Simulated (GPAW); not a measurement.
# C (R-3m) in GPAW: G0W0 quasiparticle levels with LDA

Aim: the G0W0 quasiparticle levels of C with LDA.

Program: GPAW 26.7.0. These are calculated values, not measurements. Logs are shortened: lines on timing, memory, paths and dates and some standing lists are left out, and cuts for length are marked. The log counts tension as positive stress, the text compression.

## (1) Starting point

Symmetry: R-3m, No. 166, trigonal system. The conventional cell has a = 2.466 Å, b = 2.466 Å, c = 24.848 Å, α = 90.00°, β = 90.00°, γ = 120.00°. C (site symmetry 3m) has 3 C at 1.42 Å as nearest neighbours. C (site symmetry 3m) is surrounded by 3 C at 1.42 Å.

This isn't the form of C at room conditions, which is graphite.

## (2) G0W0 quasiparticle levels, LDA

run.py

```python
import json
import numpy as np
from ase import Atoms
from ase.dft.bandgap import bandgap
from ase.io import write
from gpaw import GPAW, PW
from gpaw.response.g0w0 import G0W0

atoms = Atoms(['C', 'C', 'C', 'C'],
              cell=[[1.2331880975, 0.7119814801, 8.2826151019],
                    [-1.2331880975, 0.7119814801, 8.2826151019],
                    [0.0, -1.4239629601, 8.2826151019]],
              scaled_positions=[[0.08717308, 0.08717308, 0.08717308],
                                [0.75385006, 0.75385006, 0.75385006],
                                [0.24614994, 0.24614994, 0.24614994],
                                [0.91282692, 0.91282692, 0.91282692]],
              pbc=True)

calc = GPAW(mode=PW(600),
            xc='LDA',
            kpts={'size': (4, 4, 4), 'gamma': True},
            occupations={'name': 'fermi-dirac', 'width': 0.001},
            nbands=18,
            convergence={'density': 1e-06},
            symmetry={'point_group': False},
            maxiter=150,
            txt='gpaw.txt')
atoms.calc = calc
energy = atoms.get_potential_energy()
calc.write('gs.gpw')
write('result.traj', atoms)
print(f'Energy: {energy:.6f} eV')
print('Fermi level:', round(calc.get_fermi_level(), 4), 'eV')
print(f'Gap: {bandgap(calc)[0]:.4f} eV, direct: {bandgap(calc, direct=True)[0]:.4f} eV')

calc.diagonalize_full_hamiltonian(nbands=74)
calc.write('full.gpw', mode='all')

ibz = calc.get_ibz_k_points()
gap, vbm, cbm = bandgap(calc, output=None)
gap, direct, _ = bandgap(calc, direct=True, output=None)
gamma = int(np.abs(ibz).sum(1).argmin())
kpts = sorted({gamma, vbm[1], cbm[1], direct[1]})
gw = G0W0(calc='full.gpw',
          filename='gw',
          ecut=80,
          ecut_extrapolation=True,
          relbands=(-2, 2),
          kpts=kpts,
          integrate_gamma='WS',
          ppa=True)
gw.calculate()
results = {mode: {key: np.asarray(r[key]).tolist() for key in ['f', 'eps', 'vxc', 'exx', 'sigma', 'Z', 'qp', 'sigma_eskn']}
           for mode, r in gw.all_results.items()}
json.dump({'kpts': ibz[kpts].tolist(), 'results': results}, open('gw.json', 'w'))
for mode, r in results.items():
    f, qp = np.array(r['f']), np.array(r['qp'])
    print(mode, 'quasiparticle energies (eV):')
    print(qp.round(3))
    print(mode, 'gap:', round(qp[f < 0.5].min() - qp[f > 0.5].max(), 4), 'eV')
```

Potentials or basis: the program's PAW data sets (release 1.2.1) made for this functional, pw.

Command:

```console
OMP_NUM_THREADS=1 python run.py
```

gpaw.txt:

```text
__  _  _
 | _ |_)|_||  |
 |__||  | ||/\| - 26.7.0

Input parameters:
  mode=PW(ecut=600.0),
  convergence={'density': 1e-06},
  kpts=MonkhorstPack(size=(4, 4, 4), gamma=True),
  maxiter=150,
  nbands=18,
  occupations=Occupations(name='fermi-dirac', width=0.001),
  symmetry=Symmetry(point_group=False),
  xc=XC(name='LDA')

Diagonalizing LCAO Hamiltonian
Converting LCAO to pw mode

       C

       C

       C

       C

Atoms  # Å, Bohr magnetons
|   | symbol |         x |        y |         z |    initial magnetic moments |
|---|--------|-----------|----------|-----------|-----------------------------|
| 0 |      C | -0.000000 | 0.000000 |  2.166063 | ( 0.0000,  0.0000,  0.0000) |
| 1 |      C | -0.000000 | 0.000000 | 18.731550 | ( 0.0000,  0.0000,  0.0000) |
| 2 |      C | -0.000000 | 0.000000 |  6.116296 | ( 0.0000,  0.0000,  0.0000) |
| 3 |      C | -0.000000 | 0.000000 | 22.681782 | ( 0.0000,  0.0000,  0.0000) |

Unit cell  # Å
| periodic |         x |         y |        z |  lengths |    angles |
|----------|-----------|-----------|----------|----------|-----------|
|      yes |  1.233188 |  0.711981 | 8.282615 | 8.404129 | 16.875638 |
|      yes | -1.233188 |  0.711981 | 8.282615 | 8.404129 | 16.875638 |
|      yes |  0.000000 | -1.423963 | 8.282615 | 8.404129 | 16.875638 |

Number of symmetries: 1
Symmetry operations  # r_c * U_cc + t_c -> r_c
|   | kind |            matrix            |
|---|------|------------------------------|
| 0 |  E   |  1, 0, 0,  0, 1, 0,  0, 0, 1 |

BZ-sampling:
  Number of BZ points: 64
  Number of IBZ points: 36

  Monkhorst-Pack size: [4, 4, 4]
  Monkhorst-Pack shift: [0.125, 0.125, 0.125]

K-points  # in reciprocal-cell coordinates
|     |                                coordinates |     weight |
|-----|--------------------------------------------|------------|
|   0 | (  0.00000000,   0.00000000,   0.00000000) | 0.01562500 |
|   1 | (  0.00000000,   0.00000000,   0.25000000) | 0.03125000 |
|   2 | (  0.00000000,   0.00000000,   0.50000000) | 0.01562500 |
|   3 | (  0.00000000,   0.25000000,  -0.25000000) | 0.03125000 |
|   4 | (  0.00000000,   0.25000000,   0.00000000) | 0.03125000 |
|   5 | (  0.00000000,   0.25000000,   0.25000000) | 0.03125000 |
|   6 | (  0.00000000,   0.25000000,   0.50000000) | 0.03125000 |
|   7 | (  0.00000000,   0.50000000,   0.00000000) | 0.01562500 |
|   8 | (  0.00000000,   0.50000000,   0.25000000) | 0.03125000 |
|   9 | (  0.00000000,   0.50000000,   0.50000000) | 0.01562500 |
| ... |                                            |            |
|  35 | (  0.50000000,   0.50000000,   0.50000000) | 0.01562500 |

Plane wave coefficients: 1473
Cutoff: 600.0 eV

Spin-components: 1 (collinear spins)
Bands:           18
Projectors:      20
Spin-degeneracy: 2
Datatype:        complex128

Parallelization:
  kpt:    1
  domain: 1
  band:   1

Density:
  Valence electrons: 16.0
  Components: 1
  Grid points: [48 48 48]
  Charge: 0.0  # |e|

Potential:
  Grid points: [48 48 48]

species:
  C:
    name:    Carbon
    Z:       6.0
    valence: 4
    core:    2
    charge:  0.0  # [|e|]
    compensation charges:
      type: gauss
      rc: 0.20  # [Å]
      lmax: 2
    cutoffs:
      filter: 1.14  # [Å]
      core: 1.14  # [Å]
    projectors
    | kind |    occ | energy [eV] | rcut [Å] |
    |------|--------|-------------|----------|
    |   2s |  2.000 |     -13.639 |    0.635 |
    |   2p |  2.000 |      -5.414 |    0.635 |
    |    s |        |      13.573 |    0.635 |
    |    p |        |      21.797 |    0.635 |
    |    d |        |       0.000 |    0.635 |

    Using partial waves for C as LCAO basis

Reference energy: -4075.210151  # eV

eigensolver:
  PPCG
  Converge bands: occupied
  niter=2

density mixing:
  MSR1-Mixer
  Pratt-step length: 0.05
  Maximum mixing coefficient: 0.75
  Old densities: 10
  SVD Regularization: 0.005
  Good broyden scale: 1.0
  Trust region scale: 1.0
  Backstep threshold: 4.0
  History deletion threshold: 6.0
  Fourier metric: weight=20.0, sigma=0.015

occupation numbers:
  Fermi-Dirac:
    width: 0.0010  # eV

poisson solver:
  ecut: 4800.0  # eV

xc functional:
  name: None

convergence criteria:
- Maximum integral of absolute [dens]ity change: 1e-06 electrons / valence electron
- Maximum [total energy] change in last 3 cyles: 0.0005 eV / valence electron
- Maximum integral of absolute [eigenst]ate change: 4e-08 eV^2 / valence electron
maximum number of iterations: 150

SCF iterations
|iter     | |      energy | eigst |  dens |
|---------|-|-------------|-------|-------|
|iter:   1| |  -42.801427 | +0.64 |       |
|iter:   2| |  -42.500527 | -1.38 | -0.74 |
|iter:   3| |  -40.472295 | -0.90 | -0.77 |
|iter:   4| |  -40.480718 | -2.70 | -1.61 |
|iter:   5| |  -40.483092 | -3.96 | -1.96 |
|iter:   6| |  -40.483098c| -5.76 | -3.22 |
|iter:   7| |  -40.483099c| -6.63 | -3.60 |
|iter:   8| |  -40.483099c| -7.45c| -3.96 |
|iter:   9| |  -40.483099c| -8.11c| -5.00 |
|iter:  10| |  -40.483099c| -8.99c| -5.52 |
|iter:  11| |  -40.483099c| -9.70c| -5.98 |
|iter:  12| |  -40.483099c|-10.32c| -6.91c|

Converged in 12 steps
Energy contributions relative to reference atoms: (reference = -4075.210151)

Energy contributions:
  Kinetic:          35.397907
  Coulomb:         -36.502979
  Zero:              0.070723
  External:          0.000000
  Xc:              -39.448749
  Entropy:          -0.000000
  Spinorbit:         0.000000
  ----------------------------
  Free energy:     -40.483099
  Extrapolated:    -40.483099

dipole moment: (0.000000, 0.000000, 0.000025)  # |e|*Ang

Fermi level: 2.278
Eigenvalues  # (at kpt = [0.000, 0.000, 0.000])
| band index |      eig [eV] | occ [0-2] |
|------------|---------------|-----------|
|          0 |       -15.389 |     2.000 |
|          1 |       -15.331 |     2.000 |
|          2 |        -4.024 |     2.000 |
|          3 |        -3.372 |     2.000 |
|          4 |         0.902 |     2.000 |
|          5 |         0.902 |     2.000 |
[... 8 lines left out ...]
|         14 |        14.723 |     0.000 |
|         15 |        15.239 |     0.000 |
|        ... |               |           |
|         17 |        16.685 |     0.000 |

Gap: 3.565 eV
Transition (v -> c):
  (s=0, k=26, n=7, [0.50, 0.00, 0.00]) -> (s=0, k=26, n=8, [0.50, 0.00, 0.00])
No difference between direct/indirect transitions
# Writing to gs.gpw (mode='')

Matrix size: 1473x1473
# Writing to full.gpw (mode='all')
```

Wall time 58 min (1 thread of Arm Neoverse V1, shared host); peak memory 1.3 GiB.

These settings aren't checked as converged: the numbers below hold their error.

Results:

```yaml
Free_energy: -40.4831 eV
Band_gap_on_the_k_mesh_mean-field_level: 3.57 eV, direct
Quasiparticle_gap: 5.34 eV
Least_direct_quasiparticle_gap: 5.34 eV
```

Caveat: the k mesh is coarse (spacing up to 0.74 Å⁻¹), so the values aren't converged; the quasiparticle gap is taken among the few k points that were corrected; the k mesh is too small for a converged quasiparticle gap; the long-wavelength limit can be off by a per cent or two; the program warned that so skewed a cell can give wrong results.
